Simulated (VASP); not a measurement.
# GaP (F-43m) in VASP: settings compared

One crystal, GaP, is run at these levels: r2SCAN, PBEsol; tasks: relaxation of the atoms, relaxation of cell and atoms.

All numbers are computed with VASP 6.6.1; they aren't measurements. Logs are shortened: lines on timing, memory, paths and dates and some standing lists are left out, and cuts for length are marked.

### 1 The crystal as given

The structure is cubic, space group F-43m (No. 216). Conventional cell: a = 5.451 Å, b = 5.451 Å, c = 5.451 Å, α = 90.00°, β = 90.00°, γ = 90.00°. Ga (site symmetry -43m) has 4 P at 2.36 Å as nearest neighbours. P (site symmetry -43m) is surrounded by 4 Ga at 2.36 Å.

### 2 Relaxation of the atoms, r2SCAN (a relaxed cell with its volume scaled by 1.02)

File INCAR:

```
PREC     = Accurate       # precision mode
ENCUT    = 600            # plane-wave cutoff, eV
EDIFF    = 1E-7           # SCF threshold, eV
ISMEAR   = 0              # smearing method
SIGMA    = 0.03           # smearing width, eV
LREAL    = F              # projectors in reciprocal space
LASPH    = T              # aspherical terms in the spheres
NELM     = 80             # most SCF steps
ALGO     = Normal         # electronic algorithm
ISIF     = 2              # what is computed and relaxed
LWAVE    = F              # write WAVECAR
LCHARG   = F              # write CHGCAR
METAGGA  = R2SCAN         # meta-GGA
LMIXTAU  = T            
IBRION   = 2              # ionic algorithm
NSW      = 40             # ionic steps
EDIFFG   = -0.01          # ionic threshold
```

File KPOINTS:

```
regular mesh
0
Gamma
  8 8 8
```

File POSCAR:

```
GaP                                     
1.0
    0.0000000000      2.7432985392      2.7432985392
    2.7432985392      0.0000000000      2.7432985392
    2.7432985392      2.7432985392      0.0000000000
  Ga              P             
     1     1
Direct
     0.0000000000000000    0.0000000000000000    0.0000000000000000
     0.2500000000000000    0.2500000000000000    0.2500000000000000
```

Potentials or basis: VASP PAW PBE potentials, release 64 (Ga_d, P).

Started as:

```sh
$ cat potpaw_PBE.64/Ga_d/POTCAR potpaw_PBE.64/P/POTCAR > POTCAR
$ mpirun -np 1 vasp_std > vasp.out
```

OUTCAR:

```text
PREC = Accurate
   ENCUT = 600
   EDIFF = 1E-7
   ISMEAR = 0
   LREAL = F
   LASPH = T
   NELM = 80
   ISIF = 2
   METAGGA = R2SCAN
   IBRION = 2
   NSW = 40
   EDIFFG = -0.01

 ion  position               nearest neighbor table
   1  0.000  0.000  0.000-   2 2.38   2 2.38   2 2.38   2 2.38
   2  0.250  0.250  0.250-   1 2.38   1 2.38   1 2.38   1 2.38

  LATTYP: Found a face centered cubic cell.
 ALAT       =     5.4865970784

  Lattice vectors:

 A1 = (   0.0000000000,   2.7432985392,   2.7432985392)
 A2 = (   2.7432985392,   0.0000000000,   2.7432985392)
 A3 = (   2.7432985392,   2.7432985392,   0.0000000000)

Analysis of symmetry for initial positions (statically):
=====================================================================
 Subroutine PRICEL returns:
 Original cell was already a primitive cell.

 Routine SETGRP: Setting up the symmetry group for a
 face centered cubic supercell.

 Subroutine GETGRP returns: Found 24 space group operations
 (whereof 24 operations were pure point group operations)
 out of a pool of 48 trial point group operations.

The static configuration has the point symmetry T_d .

Analysis of symmetry for dynamics (positions and initial velocities):
=====================================================================
 Subroutine PRICEL returns:
 Original cell was already a primitive cell.

 Routine SETGRP: Setting up the symmetry group for a
 face centered cubic supercell.

 Subroutine GETGRP returns: Found 24 space group operations
 (whereof 24 operations were pure point group operations)
 out of a pool of 48 trial point group operations.

The dynamic configuration has the point symmetry T_d .

 Subroutine INISYM returns: Found 24 space group operations
 (whereof 24 operations are pure point group operations),
 and found     1 'primitive' translations

----------------------------------------------------------------------------------------

                                     Primitive cell

  volume of cell :      41.2904

  direct lattice vectors                    reciprocal lattice vectors
     0.000000000  2.743298539  2.743298539    -0.182262336  0.182262336  0.182262336
     2.743298539  0.000000000  2.743298539     0.182262336 -0.182262336  0.182262336
     2.743298539  2.743298539  0.000000000     0.182262336  0.182262336 -0.182262336

  length of vectors
     3.879610000  3.879610000  3.879610000     0.315687626  0.315687626  0.315687626

  position of ions in fractional coordinates (direct lattice)
     0.000000000  0.000000000  0.000000000
     0.250000000  0.250000000  0.250000000

  ion indices of the primitive-cell ions
   primitive index   ion index
                 1           1
                 2           2

----------------------------------------------------------------------------------------

 KPOINTS: regular mesh

Automatic generation of k-mesh.
 Grid dimensions read from file:
 generate k-points for:    8    8    8

 Generating k-lattice:

  Cartesian coordinates                     Fractional coordinates (reciprocal lattice)
    -0.022782792  0.022782792  0.022782792     0.125000000  0.000000000  0.000000000
     0.022782792 -0.022782792  0.022782792     0.000000000  0.125000000  0.000000000
     0.022782792  0.022782792 -0.022782792     0.000000000  0.000000000  0.125000000

  Length of vectors
     0.039460953  0.039460953  0.039460953

  Shift w.r.t. Gamma in fractional coordinates (k-lattice)
     0.000000000  0.000000000  0.000000000

 Subroutine IBZKPT returns following result:
 ===========================================

 Found     29 irreducible k-points:

 Following reciprocal coordinates:
            Coordinates               Weight
  0.000000  0.000000  0.000000      1.000000
  0.125000  0.000000  0.000000      8.000000
  0.250000  0.000000  0.000000      8.000000
  0.375000  0.000000  0.000000      8.000000
  0.500000  0.000000  0.000000      4.000000
  0.125000  0.125000  0.000000      6.000000
[... 16 lines left out ...]
  0.500000  0.250000  0.125000     48.000000
[... 42 lines left out ...]
  free energy    TOTEN  =       -21.45987538 eV

  energy without entropy =      -21.45987538  energy(sigma->0) =      -21.45987538

 E-fermi :   4.4447     XC(G=0): -10.4523

 val. band max:        4.2605363260   @ k =   0.0000   0.0000   0.0000
 cond. band min:       6.1919111502   @ k =   0.3750   0.3750   0.0000
 fundamental gap:      1.9313748243
 Fermi energy:         4.4446503837

 k-point     1 :       0.0000    0.0000    0.0000
  band No.  band energies     occupation
      1     -10.6985      2.00000
      2     -10.6985      2.00000
      3     -10.6985      2.00000
      4     -10.5916      2.00000
      5     -10.5916      2.00000
      6      -8.6087      2.00000
      7       4.2605      2.00000
      8       4.2605      2.00000
      9       4.2605      2.00000
     10       6.4310      0.00000
     11       8.4567      0.00000
     12       8.4567      0.00000
     13       8.4567      0.00000

 k-point     2 :       0.1250    0.0000    0.0000
  band No.  band energies     occupation
      1     -10.7131      2.00000
      2     -10.6937      2.00000
      3     -10.6937      2.00000
      4     -10.5916      2.00000
      5     -10.5916      2.00000
      6      -8.4009      2.00000
      7       2.6412      2.00000
      8       4.0296      2.00000
      9       4.0296      2.00000
     10       7.0292      0.00000
     11       8.8141      0.00000
     12       8.8142      0.00000
     13       9.0725      0.00000

 k-point     3 :       0.2500    0.0000    0.0000
  band No.  band energies     occupation
      1     -10.7448      2.00000
      2     -10.6835      2.00000
      3     -10.6835      2.00000
      4     -10.5903      2.00000
      5     -10.5903      2.00000
      6      -7.8145      2.00000
      7       0.3410      2.00000
      8       3.5895      2.00000
      9       3.5896      2.00000
     10       6.7292      0.00000
     11       9.3388      0.00000
     12       9.3389      0.00000
     13      11.0343      0.00000
[... 305 lines left out ...]
 k-point    23 :       0.5000    0.2500    0.1250
  band No.  band energies     occupation
      1     -10.7856      2.00000
      2     -10.6668      2.00000
      3     -10.6582      2.00000
      4     -10.6000      2.00000
      5     -10.5827      2.00000
      6      -6.5556      2.00000
      7      -1.5335      2.00000
      8       1.2043      2.00000
      9       2.5217      2.00000
     10       8.0396      0.00000
     11       9.0658      0.00000
     12      10.3456      0.00000
     13      11.8101      0.00000

 k-point    24 :      -0.3750    0.2500    0.1250
  band No.  band energies     occupation
      1     -10.7917      2.00000
      2     -10.6659      2.00000
      3     -10.6548      2.00000
      4     -10.5966      2.00000
      5     -10.5844      2.00000
      6      -6.1031      2.00000
      7      -2.2547      2.00000
      8       1.0454      2.00000
      9       2.3052      2.00000
     10       8.0252      0.00000
     11       8.9174      0.00000
     12      11.1231      0.00000
     13      12.6335      0.00000

 [... further k-points ...]
[... 5 lines left out ...]
  --------------------------------------------------------------------------------------
  -------------------------------------------------------------------------------------
  Total       -0.4421454     -0.4421454     -0.4421454     -0.0000000      0.0000000     -0.0000000
  in kB      -17.1564145    -17.1564145    -17.1564145     -0.0000000      0.0000000     -0.0000000
  external PRESSURE =     -17.1564145 kB  Pullay stress =       0.0000000 kB

 VOLUME and BASIS-vectors are now :
 -----------------------------------------------------------------------------
  energy-cutoff  :      600.00
  volume of cell :       41.29
      direct lattice vectors                 reciprocal lattice vectors
     0.000000000  2.743298539  2.743298539    -0.182262336  0.182262336  0.182262336
     2.743298539  0.000000000  2.743298539     0.182262336 -0.182262336  0.182262336
     2.743298539  2.743298539  0.000000000     0.182262336  0.182262336 -0.182262336

 POSITION                                       TOTAL-FORCE (eV/Angst)
 -----------------------------------------------------------------------------------
      0.00000      0.00000      0.00000         0.000000     -0.000000      0.000000
      1.37165      1.37165      1.37165        -0.000000      0.000000     -0.000000
 -----------------------------------------------------------------------------------
    total drift:                                0.000016      0.000016      0.000016

  FREE ENERGIE OF THE ION-ELECTRON SYSTEM (eV)
  ---------------------------------------------------
  free  energy   TOTEN  =       -21.4598753788 eV

  energy  without entropy=      -21.4598753788  energy(sigma->0) =      -21.45987538

 reached required accuracy - stopping structural energy minimisation
```

Run time: 40 s. Hardware: 1 thread of Intel Xeon 6975P-C (Granite Rapids), shared host; peak memory 0.19 GiB.

Results:

* Free energy: -21.4599 eV
* Pressure after relaxing: -1.7 GPa
* Band gap on the k mesh: 1.93 eV, indirect (least direct gap 2.17 eV)

Final structure:
```cif
data_structure
_symmetry_space_group_name_H-M 'P 1'
_symmetry_Int_Tables_number 1
_cell_length_a 3.8796
_cell_length_b 3.8796
_cell_length_c 3.8796
_cell_angle_alpha 60.000
_cell_angle_beta 60.000
_cell_angle_gamma 60.000
_cell_volume 41.29
loop_
_atom_site_label
_atom_site_type_symbol
_atom_site_fract_x
_atom_site_fract_y
_atom_site_fract_z
_atom_site_occupancy
Ga1 Ga 0.00000 0.00000 0.00000 1
P1 P 0.25000 0.25000 0.25000 1
```

Levels at points of the mesh, in eV from the valence-band top:
```tsv
k point	band 5	band 6	band 7	band 8	band 9	band 10	band 11	band 12	band 13
(0.00, 0.00, 0.00)	-14.85	-12.87	0.00	0.00	0.00	2.17	4.20	4.20	4.20
(0.50, 0.00, 0.00)	-14.85	-10.77	-6.73	-1.14	-1.14	1.98	5.06	5.06	8.79
(0.50, 0.50, 0.00)	-14.83	-9.87	-6.86	-2.73	-2.73	1.95	2.12	11.20	11.20
```

Caveat: the relaxation stopped at its first step, so nothing moved; the PAW data sets were made with another functional, which shifts forces and pressure a little. A k mesh can miss the band edges.

### 3 Relaxation of the atoms, r2SCAN (a relaxed cell with its volume scaled by 1.04)

INCAR is that of step 2.

KPOINTS is that of step 2.

File POSCAR:

```
GaP                                     
1.0
    0.0000000000      2.7611126653      2.7611126653
    2.7611126653      0.0000000000      2.7611126653
    2.7611126653      2.7611126653      0.0000000000
  Ga              P             
     1     1
Direct
     0.0000000000000000    0.0000000000000000    0.0000000000000000
     0.2500000000000000    0.2500000000000000    0.2500000000000000
```

Potentials or basis: VASP PAW PBE potentials, release 64 (Ga_d, P).

Started as:

```sh
$ cat potpaw_PBE.64/Ga_d/POTCAR potpaw_PBE.64/P/POTCAR > POTCAR
$ mpirun -np 1 vasp_std > vasp.out
```

Wall time 36 s (1 thread of Intel Xeon 6975P-C (Granite Rapids), shared host); peak memory 0.19 GiB.

The run converged. Its results:

```yaml
Free_energy: -21.4475 eV
Pressure_after_relaxing: -3.2 GPa
Band_gap_on_the_k_mesh: 1.91 eV, indirect (least direct gap 2.00 eV)
```

Final structure:
```
Ga P
1.0
     0.00000    2.76111    2.76111
     2.76111    0.00000    2.76111
     2.76111    2.76111    0.00000
Ga P
1 1
Direct
  0.00000 0.00000 0.00000
  0.25000 0.25000 0.25000
```

Levels at points of the mesh, in eV from the valence-band top:
| k point | band 5 | band 6 | band 7 | band 8 | band 9 | band 10 | band 11 | band 12 | band 13 |
| --- | --- | --- | --- | --- | --- | --- | --- | --- | --- |
| (0.00, 0.00, 0.00) | -14.83 | -12.72 | 0.00 | 0.00 | 0.00 | 2.00 | 4.20 | 4.20 | 4.20 |
| (0.50, 0.00, 0.00) | -14.82 | -10.69 | -6.62 | -1.11 | -1.11 | 1.91 | 5.07 | 5.07 | 8.74 |
| (0.50, 0.50, 0.00) | -14.81 | -9.81 | -6.77 | -2.66 | -2.66 | 1.99 | 2.13 | 11.04 | 11.04 |

Caveat: the relaxation stopped at its first step, so nothing moved; the PAW data sets were made with another functional, which shifts forces and pressure a little. A k mesh can miss the band edges.

### 4 Relaxation of the atoms, r2SCAN (a relaxed cell with its volume scaled by 1.06)

INCAR is that of step 3.

KPOINTS is that of step 3.

File POSCAR:

```
GaP                                     
1.0
    0.0000000000      2.7786998443      2.7786998443
    2.7786998443      0.0000000000      2.7786998443
    2.7786998443      2.7786998443      0.0000000000
  Ga              P             
     1     1
Direct
     0.0000000000000000    0.0000000000000000    0.0000000000000000
     0.2500000000000000    0.2500000000000000    0.2500000000000000
```

Started as:

```sh
$ cat potpaw_PBE.64/Ga_d/POTCAR potpaw_PBE.64/P/POTCAR > POTCAR
$ mpirun -np 1 vasp_std > vasp.out
```

Wall time 35 s (1 thread of Intel Xeon 6975P-C (Granite Rapids), shared host); peak memory 0.19 GiB.

It converged, with:

| Quantity | Value |
| --- | --- |
| Free energy | -21.4279 eV |
| Pressure after relaxing | -4.5 GPa |
| Band gap on the k mesh | 1.84 eV, direct |

Final structure:
```yaml
crystal:
  lattice:
    - [0.00000, 2.77870, 2.77870]
    - [2.77870, 0.00000, 2.77870]
    - [2.77870, 2.77870, 0.00000]
  atoms:
    - { symbol: Ga, position: [0.00000, 0.00000, 0.00000] }
    - { symbol: P, position: [0.25000, 0.25000, 0.25000] }
```

Levels at points of the mesh, in eV from the valence-band top:
```
           k point  band 5  band 6  band 7  band 8  band 9  band 10  band 11  band 12  band 13
(0.00, 0.00, 0.00)  -14.81  -12.58    0.00    0.00    0.00     1.84     4.20     4.20     4.20
(0.50, 0.00, 0.00)  -14.81  -10.62   -6.51   -1.08   -1.08     1.85     5.07     5.07     8.69
(0.50, 0.50, 0.00)  -14.79   -9.76   -6.68   -2.59   -2.59     2.03     2.14    10.89    10.90
```

Caveat: the relaxation stopped at its first step, so nothing moved; the PAW data sets were made with another functional, which shifts forces and pressure a little.

### 5 Relaxation of cell and atoms, PBEsol

File INCAR:

```
  ALGO = Normal
  EDIFF = 1E-6
  EDIFFG = -0.01
  ENCUT = 600
  GGA = PS
  IBRION = 2
  ISIF = 3
  ISMEAR = 0
  KPAR = 4
  LASPH = True
  LCHARG = False
  LREAL = False
  LWAVE = False
  NELM = 80
  NSW = 90
  PREC = Accurate
  SIGMA = 0.03
```

File KPOINTS:

```
k-points
0
Gamma
  8 8 8
```

File POSCAR:

```
GaP
1.0
    0.0000000000      2.7252500000      2.7252500000
    2.7252500000      0.0000000000      2.7252500000
    2.7252500000      2.7252500000      0.0000000000
Ga P
1 1
Direct
    0.0000000000      0.0000000000      0.0000000000
    0.2500000000      0.2500000000      0.2500000000
```

Started as:

```sh
$ cat potpaw_PBE.64/Ga_d/POTCAR potpaw_PBE.64/P/POTCAR > POTCAR
$ mpirun -np 4 vasp_std > vasp.out
```

Wall time 17 s (4 MPI ranks of Intel Xeon Platinum 8488C (Sapphire Rapids), shared host); peak memory 0.18 GiB.

It converged, with:

```
Free energy                            : -9.9212 eV
Relaxed volume                         : 20.09 Å³/atom
Relaxed cell                           : a = 3.844 Å, b = 3.844 Å, c = 3.844 Å, α = 60.00°, β = 60.00°, γ = 60.00°
Space group after relaxing (to 0.05 Å) : F-43m (No. 216)
Energy gained by relaxing              : 0.3 meV/atom
Ionic steps                            : 3
Pressure after relaxing                : 0.0 GPa
Band gap on the k mesh                 : 1.50 eV, indirect (least direct gap 1.81 eV)
```

The path:
```tsv
step	energy change (eV)	largest force (eV/Å)	pressure (GPa)	volume (Å³)
1	0.0000	0.0000	-0.64	40.48
2	-0.0004	0.0000	0.43	40.01
3	-0.0006	0.0000	-0.03	40.18
```

Final structure:
```
Ga P
1.0
     0.00000    2.71842    2.71842
     2.71842    0.00000    2.71842
     2.71842    2.71842    0.00000
Ga P
1 1
Direct
  0.00000 0.00000 0.00000
  0.25000 0.25000 0.25000
```

Levels at points of the mesh, in eV from the valence-band top:
```tsv
k point	band 6	band 7	band 8	band 9	band 10	band 11	band 12	band 13
(0.00, 0.00, 0.00)	-12.58	0.00	0.00	0.00	1.81	3.82	3.82	3.82
(0.50, 0.00, 0.00)	-10.47	-6.74	-1.14	-1.14	1.61	4.65	4.65	8.10
(0.50, 0.50, 0.00)	-9.54	-6.84	-2.74	-2.74	1.50	1.71	10.61	10.61
```

Caveat: the PAW data sets were made with another functional, which shifts forces and pressure a little. A k mesh can miss the band edges.

### 6 Relaxation of cell and atoms, PBEsol

This run uses another cell than the first one, of 20.09 Å³/atom, 0.992 times its volume.

Edit INCAR of step 5 so:

```diff
@@ -1,4 +1,4 @@
   ALGO = Normal
-  EDIFF = 1E-6
-  EDIFFG = -0.01
+  EDIFF = 1E-7
+  EDIFFG = -0.005
   ENCUT = 600
```

KPOINTS is that of step 5.

File POSCAR:

```
GaP                                     
1.0
    0.0000000000      2.7184163014      2.7184163014
    2.7184163014      0.0000000000      2.7184163014
    2.7184163014      2.7184163014      0.0000000000
  Ga              P             
     1     1
Direct
     0.0000000000000000    0.0000000000000000    0.0000000000000000
     0.2500000000000000    0.2500000000000000    0.2500000000000000
```

Potentials or basis: VASP PAW PBE potentials, release 64 (Ga_d, P).

Started as:

```sh
$ cat potpaw_PBE.64/Ga_d/POTCAR potpaw_PBE.64/P/POTCAR > POTCAR
$ mpirun -np 4 vasp_std > vasp.out
```

Run time: 11 s. Hardware: 4 MPI ranks of Intel Xeon Platinum 8488C (Sapphire Rapids), shared host; peak memory 0.18 GiB.

It converged, with:

- Free energy: -9.9211 eV
- Pressure after relaxing: 0.0 GPa
- Band gap on the k mesh: 1.50 eV, indirect (least direct gap 1.81 eV)

Final structure:
```
Ga P
1.0
     0.00000    2.71842    2.71842
     2.71842    0.00000    2.71842
     2.71842    2.71842    0.00000
Ga P
1 1
Direct
  0.00000 0.00000 0.00000
  0.25000 0.25000 0.25000
```

Levels at points of the mesh, in eV from the valence-band top:
```csv
k point,band 5,band 6,band 7,band 8,band 9,band 10,band 11,band 12,band 13
"(0.00, 0.00, 0.00)",-14.45,-12.58,0.00,0.00,0.00,1.81,3.82,3.82,3.82
"(0.50, 0.00, 0.00)",-14.44,-10.47,-6.74,-1.14,-1.14,1.61,4.65,4.65,8.10
"(0.50, 0.50, 0.00)",-14.43,-9.54,-6.84,-2.74,-2.74,1.50,1.71,10.61,10.61
```

Caveat: the relaxation stopped at its first step, so nothing moved; the PAW data sets were made with another functional, which shifts forces and pressure a little.

### 7 Summary

| task | level | cell | gap on the mesh (eV) | pressure (GPa) |
| --- | --- | --- | --- | --- |
| relaxation of the atoms | r2SCAN | atoms relaxed from: a relaxed cell with its volume scaled by 1.02 | 1.93 | -1.7 |
| relaxation of the atoms | r2SCAN | atoms relaxed from: a relaxed cell with its volume scaled by 1.04 | 1.91 | -3.2 |
| relaxation of the atoms | r2SCAN | atoms relaxed from: a relaxed cell with its volume scaled by 1.06 | 1.84 | -4.5 |
| relaxation of cell and atoms | PBEsol | relaxed | 1.50 | 0.0 |

Alike in all rows: potentials or basis VASP PAW PBE potentials, release 64 (Ga_d, P); no spin polarisation; k mesh 8 × 8 × 8; cutoff (eV) 600; smearing gaussian 0.03 eV.

Caveats: the relaxation stopped at its first step, so nothing moved; the PAW data sets were made with another functional, which shifts forces and pressure a little.

Total energies depend on the potentials used, so only differences within one code and one set of settings carry meaning.
